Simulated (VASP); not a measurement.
# P in VASP: a series of runs

The runs below take P through relaxation of cell and atoms, with PBE+D3(BJ).

Program: VASP 6.6.1. These are calculated values, not measurements. Logs are shortened: lines on timing, memory, paths and dates and some standing lists are left out, and cuts for length are marked.

### 1 The structure

The cell holds a slab with vacuum, 16 atoms: a = 3.316 Å, b = 4.379 Å, c = 35.857 Å, α = 90.00°, β = 90.00°, γ = 90.00°.

The slab is cut from a database's or a generator's crystal, which needn't be the stable form of the element.

### 2 Relaxation of cell and atoms, PBE+D3(BJ)

INCAR reads:

```
  ALGO = Normal
  EDIFF = 1E-6
  EDIFFG = -0.01
  ENCUT = 600
  GGA = PE
  IBRION = 2
  ISIF = 3
  ISMEAR = 0
  IVDW = 12
  LASPH = True
  LATTICE_CONSTRAINTS = .TRUE. .TRUE. .FALSE.
  LCHARG = False
  LREAL = False
  LUSENCCL = False
  LWAVE = False
  NELM = 80
  NSW = 90
  PREC = Accurate
  SIGMA = 0.03
```

KPOINTS reads:

```
k-points
0
Gamma
  10 8 1
```

POSCAR reads:

```
P
1.0
    3.3164000000      0.0000000000      0.0000000000
    0.0000000000      4.3793000000      0.0000000000
    0.0000000000      0.0000000000     35.8567681600
P
16
Direct
    0.0000000000      0.5806800000      0.2509986400
    0.5000000000      0.9193200000      0.2509986400
    0.5000000000      0.0806800000      0.3104230700
    0.0000000000      0.4193200000      0.3104230700
    0.5000000000      0.5806800000      0.3971914000
    0.0000000000      0.9193200000      0.3971914000
    0.0000000000      0.0806800000      0.4566158400
    0.5000000000      0.4193200000      0.4566158400
    0.0000000000      0.5806800000      0.5433841600
    0.5000000000      0.9193200000      0.5433841600
    0.5000000000      0.0806800000      0.6028086000
    0.0000000000      0.4193200000      0.6028086000
    0.5000000000      0.5806800000      0.6895769300
    0.0000000000      0.9193200000      0.6895769300
    0.0000000000      0.0806800000      0.7490013600
    0.5000000000      0.4193200000      0.7490013600
```

Potentials or basis: VASP PAW PBE potentials, release 64 (P).

Command:

```console
> cat potpaw_PBE.64/P/POTCAR > POTCAR
> mpirun -np 1 vasp_std > vasp.out
```

OUTCAR:

```text
EDIFF = 1E-6
   EDIFFG = -0.01
   ENCUT = 600
   GGA = PE
   IBRION = 2
   ISIF = 3
   ISMEAR = 0
   IVDW = 12
   LASPH = True
   LREAL = False
   NELM = 80
   NSW = 90
   PREC = Accurate
 IVDW          = 12

 ion  position               nearest neighbor table
   1  0.000  0.581  0.251-   2 2.22   2 2.22   4 2.24
   2  0.500  0.919  0.251-   1 2.22   1 2.22   3 2.24
   3  0.500  0.081  0.310-   4 2.22   4 2.22   2 2.24
   4  0.000  0.419  0.310-   3 2.22   3 2.22   1 2.24
   5  0.500  0.581  0.397-   6 2.22   6 2.22   8 2.24
   6  0.000  0.919  0.397-   5 2.22   5 2.22   7 2.24
[... 8 lines left out ...]
  15  0.000  0.081  0.749-  16 2.22  16 2.22  14 2.24
  16  0.500  0.419  0.749-  15 2.22  15 2.22  13 2.24

  LATTYP: Found a simple orthorhombic cell.
 ALAT       =     3.3164000000
 B/A-ratio  =     1.3204981305
 C/A-ratio  =    10.8119551803

  Lattice vectors:

 A1 = (   3.3164000000,   0.0000000000,   0.0000000000)
 A2 = (   0.0000000000,   4.3793000000,   0.0000000000)
 A3 = (   0.0000000000,   0.0000000000,  35.8567681600)

Analysis of symmetry for initial positions (statically):
=====================================================================
 Subroutine PRICEL returns:
 Original cell was already a primitive cell.

 Routine SETGRP: Setting up the symmetry group for a
 simple orthorhombic supercell.

 Subroutine GETGRP returns: Found  8 space group operations
 (whereof  2 operations were pure point group operations)
 out of a pool of  8 trial point group operations.

The static configuration has the point symmetry C_1h.
 The point group associated with its full space group is D_2h.

Analysis of symmetry for dynamics (positions and initial velocities):
=====================================================================
 Subroutine PRICEL returns:
 Original cell was already a primitive cell.

 Routine SETGRP: Setting up the symmetry group for a
 simple orthorhombic supercell.

 Subroutine GETGRP returns: Found  8 space group operations
 (whereof  2 operations were pure point group operations)
 out of a pool of  8 trial point group operations.

The dynamic configuration has the point symmetry C_1h.
 The point group associated with its full space group is D_2h.

 Subroutine INISYM returns: Found  8 space group operations
 (whereof  2 operations are pure point group operations),
 and found     1 'primitive' translations

----------------------------------------------------------------------------------------

                                     Primitive cell

  volume of cell :     520.7661

[... 115 lines left out ...]
   NELM   =     80;   NELMIN=  2; NELMDL= -5     # of ELM steps
   EDIFF  = 0.1E-05   stopping-criterion for ELM
   LREAL  =      F    real-space projection
   EDIFFG = -.1E-01   stopping-criterion for IOM
   NSW    =     90    number of steps for IOM
   IBRION =      2    ionic relax: 0-MD 1-quasi-New 2-CG
   NFREE  =      1    steps in history (QN), initial steepest desc. (CG)
   ISIF   =      3    stress and relaxation
   ISYM   =      2    0-nonsym 1-usesym 2-fastsym
   POTIM  = 0.5000    time-step for ionic-motion
   TEBEG  =    0.0;   TEEND  =   0.0 temperature during run
   PSTRESS=    0.0 pullay stress
   NELECT =      80.0000    total number of electrons
   NUPDOWN=      -1.0000    fix difference up-down
   EMIN   =  10.00;   EMAX   =-10.00  energy-range for DOS
   EFERMI =   0.00;   METHOD = LEGACY
   ISMEAR =     0;   SIGMA  =   0.03  broadening in eV -4-tet -1-fermi 0-gaus
   EFERMI_NEDOS =   21; number of points for ismear=-14 and -15
   IALGO  =     38    algorithm
   IMIX   =      4    mixing-type and parameters
     AMIX     =   0.40;   BMIX     =  1.00
     AMIX_MAG =   1.60;   BMIX_MAG =  1.00
  volume/ion in A,a.u.               =      32.55       219.64
  Fermi-wavevector in a.u.,A,eV,Ry     =   0.876780  1.656874 10.459383  0.768743
  Thomas-Fermi vector in A             =   1.996637
   LORBIT       =      0    0 simple, 1 ext, 2 COOP (PROOUT), +10 PAW based schemes
   GGA     = PE    functional components
   LHFCALC =     F    Hartree Fock is set to
   AEXX    =    0.0000 exact exchange contribution
   IVDW    =    12    specifies the selected vdW correction
   LEPSILON=     F    determine dielectric tensor
   LRPA    =     F    only Hartree local field effects (RPA)
 conjugate gradient relaxation of ions
 non-spin polarized calculation
 Gauss-broadening in eV      SIGMA  =   0.03
  energy-cutoff  :      600.00
  volume of cell :      520.77
 maximum number of plane-waves:     17494
 NGX is ok and might be reduce to    28
   NGX = 13   NGY = 17   NGZ =143

--------------------------------------- Ionic step        1  -------------------------------------------

 number of electron      79.9999996 magnetization

 Free energy of the ion-electron system (eV)
  ---------------------------------------------------
  ext. energy  EPLUGINS =         0.00000000
  ---------------------------------------------------
  free energy    TOTEN  =       -85.85380098 eV

  energy without entropy =      -85.85343127  energy(sigma->0) =      -85.85361612

------------------------ aborting loop because EDIFF is reached ----------------------------------------

 Edisp (eV)   -5.37751

 E8    (eV) :    -2.0716
[... 147 lines left out ...]
  FREE ENERGIE OF THE ION-ELECTRON SYSTEM (eV)
  ---------------------------------------------------
  free  energy   TOTEN  =       -91.2508116104 eV

  energy  without entropy=      -91.2507757316  energy(sigma->0) =      -91.25079367

[... ionic steps 4 to 41 ...]

--------------------------------------- Ionic step       42  -------------------------------------------

 number of electron      80.0000001 magnetization

------------------------ aborting loop because EDIFF is reached ----------------------------------------
[... 103 lines left out ...]
--------------------------------------- Ionic step       44  -------------------------------------------

 number of electron      80.0000001 magnetization

 Free energy of the ion-electron system (eV)
  ---------------------------------------------------
  ext. energy  EPLUGINS =         0.00000000
  ---------------------------------------------------
  free energy    TOTEN  =       -85.61166329 eV

  energy without entropy =      -85.61157670  energy(sigma->0) =      -85.61162000

 E-fermi :   2.2590     XC(G=0):  -6.1261

 val. band max:        2.2137224205   @ k =   0.1000   0.0000   0.0000
 cond. band min:       2.3043906392   @ k =   0.1000   0.0000   0.0000
 fundamental gap:      0.0906682187
 Fermi energy:         2.2590362161

 k-point     1 :       0.0000    0.0000    0.0000
  band No.  band energies     occupation
      1     -13.7767      2.00000
      2     -13.6625      2.00000
      3     -13.5344      2.00000
      4     -13.4847      2.00000
      5     -11.2789      2.00000
      6     -11.0205      2.00000
[... 1237 lines left out ...]
     48       4.4364      0.00000
     49       5.4504      0.00000

 [... further k-points ...]

------------------------ aborting loop because EDIFF is reached ----------------------------------------

 Edisp (eV)   -5.69409

 E8    (eV) :    -2.1931
[... 39 lines left out ...]
  FREE ENERGIE OF THE ION-ELECTRON SYSTEM (eV)
  ---------------------------------------------------
  free  energy   TOTEN  =       -91.3057490227 eV

  energy  without entropy=      -91.3056624346  energy(sigma->0) =      -91.30570573

 reached required accuracy - stopping structural energy minimisation
```

CONTCAR:

```text
P
    1.000000000000000
     3.3061281755239267   -0.0000000000000001    0.0000000000000000
    -0.0000000000000002    4.2431341465862698    0.0000000000000000
     0.0000000000000000    0.0000000000000000   35.8567681600000014
  P
    16
Direct
     0.0000000000000000    0.5762202666789303    0.2560862874952551
     0.5000000000000000    0.9237797333210697    0.2560862874952551
     0.5000000000000000    0.0751335425583232    0.3160849643902267
     0.0000000000000000    0.4248664574416768    0.3160849643902267
     0.5000000000000000    0.5755183648062264    0.3985377404841137
     0.0000000000000000    0.9244816351937736    0.3985377404841137
[... 8 lines left out ...]
     0.0000000000000000    0.0762202666789304    0.7439137125047449
     0.5000000000000000    0.4237797333210697    0.7439137125047449

  0.00000000E+00  0.00000000E+00  0.00000000E+00
  0.00000000E+00  0.00000000E+00  0.00000000E+00
  0.00000000E+00  0.00000000E+00  0.00000000E+00
  0.00000000E+00  0.00000000E+00  0.00000000E+00
  0.00000000E+00  0.00000000E+00  0.00000000E+00
  0.00000000E+00  0.00000000E+00  0.00000000E+00
[... 8 lines left out ...]
  0.00000000E+00  0.00000000E+00  0.00000000E+00
  0.00000000E+00  0.00000000E+00  0.00000000E+00
```

Run time: 2.4 h. Hardware: 1 × NVIDIA H100 80GB with 1 thread of AMD EPYC 7R13 (Zen 3), shared host; peak memory 1.9 GiB.

What came out:

- Free energy: -91.3057 eV
- Relaxed volume: 31.44 Å³/atom
- Relaxed cell: a = 3.306 Å, b = 4.243 Å, c = 35.857 Å, α = 90.00°, β = 90.00°, γ = 90.00°
- Space group after relaxing (to 0.05 Å): Pbcm (No. 57)
- Energy gained by relaxing: 4.7 meV/atom
- Ionic steps: 44
- Largest force after relaxing: 0.009 eV/Å
- Band gap on the k mesh: 0.09 eV, direct
- Dispersion energy per atom: -0.356 eV

Forces in eV/Å, atoms in the order of the input:
```
P    0.000 -0.008  0.000
P    0.000  0.008  0.000
P    0.000  0.003  0.005
P    0.000 -0.003  0.005
P    0.000 -0.007 -0.005
P    0.000  0.007 -0.005
P    0.000 -0.005  0.006
P    0.000  0.005  0.006
P    0.000 -0.005 -0.006
P    0.000  0.005 -0.006
P    0.000 -0.007  0.005
P    0.000  0.007  0.005
P    0.000  0.003 -0.005
P    0.000 -0.003 -0.005
P    0.000 -0.008  0.000
P    0.000  0.008  0.000
```

The path:
```
step  energy change (eV)  largest force (eV/Å)  pressure (GPa)  volume (Å³)
   1              0.0000                0.0730           -0.69       520.77
   3             -0.0195                0.1356           -0.10       514.16
   5             -0.0300                0.0712           -0.21       511.07
   7             -0.0451                0.0754           -0.37       504.78
   9             -0.0479                0.0488           -0.19       502.24
  11             -0.0485                0.0425           -0.25       502.79
  13             -0.0511                0.0889           -0.09       502.81
  15             -0.0529                0.0780           -0.10       503.20
  17             -0.0587                0.0550           -0.15       504.96
  19             -0.0630                0.0634           -0.16       507.24
  21             -0.0645                0.0391           -0.08       507.08
  23             -0.0670                0.0333           -0.13       506.29
  25             -0.0677                0.0749           -0.17       505.56
  27             -0.0692                0.0662           -0.13       504.69
  29             -0.0715                0.0296            0.07       500.78
  31             -0.0719                0.0305            0.01       501.60
  33             -0.0724                0.0258           -0.04       501.97
  35             -0.0732                0.0317           -0.02       502.27
  37             -0.0733                0.0443            0.00       502.45
  39             -0.0738                0.0373           -0.01       502.68
  41             -0.0739                0.0500           -0.07       503.75
  43             -0.0744                0.0155           -0.02       503.14
  44             -0.0744                0.0089           -0.01       503.01
```

Final structure:
```cif
data_structure
_symmetry_space_group_name_H-M 'P 1'
_symmetry_Int_Tables_number 1
_cell_length_a 3.3061
_cell_length_b 4.2431
_cell_length_c 35.8568
_cell_angle_alpha 90.000
_cell_angle_beta 90.000
_cell_angle_gamma 90.000
_cell_volume 503.01
loop_
_atom_site_label
_atom_site_type_symbol
_atom_site_fract_x
_atom_site_fract_y
_atom_site_fract_z
_atom_site_occupancy
P1 P 0.00000 0.57622 0.25609 1
P2 P 0.50000 0.92378 0.25609 1
P3 P 0.50000 0.07513 0.31609 1
P4 P 0.00000 0.42487 0.31609 1
P5 P 0.50000 0.57552 0.39854 1
P6 P 0.00000 0.92448 0.39854 1
P7 P 0.00000 0.07537 0.45872 1
P8 P 0.50000 0.42463 0.45872 1
P9 P 0.00000 0.57537 0.54128 1
P10 P 0.50000 0.92463 0.54128 1
P11 P 0.50000 0.07552 0.60146 1
P12 P 0.00000 0.42448 0.60146 1
P13 P 0.50000 0.57513 0.68392 1
P14 P 0.00000 0.92487 0.68392 1
P15 P 0.00000 0.07622 0.74391 1
P16 P 0.50000 0.42378 0.74391 1
```

Levels at points of the mesh, in eV from the valence-band top:
| k point | band 36 | band 37 | band 38 | band 39 | band 40 | band 41 | band 42 | band 43 | band 44 | band 45 |
| --- | --- | --- | --- | --- | --- | --- | --- | --- | --- | --- |
| (0.00, 0.00, 0.00) | -2.09 | -1.26 | -0.73 | -0.14 | -0.11 | 0.29 | 0.46 | 0.65 | 0.81 | 0.92 |
| (0.50, 0.00, 0.00) | -2.75 | -2.48 | -2.48 | -2.28 | -2.28 | 0.60 | 0.60 | 0.80 | 0.80 | 0.83 |
| (0.00, 0.50, 0.00) | -1.19 | -1.07 | -1.07 | -1.04 | -1.04 | 1.43 | 1.43 | 1.48 | 1.48 | 1.58 |
| (0.50, 0.50, 0.00) | -2.31 | -2.05 | -2.05 | -2.05 | -2.05 | 1.76 | 1.76 | 1.76 | 1.76 | 2.13 |

As with any semilocal functional, this PBE gap is likely too small.

(Continued in part 2 of 2.)
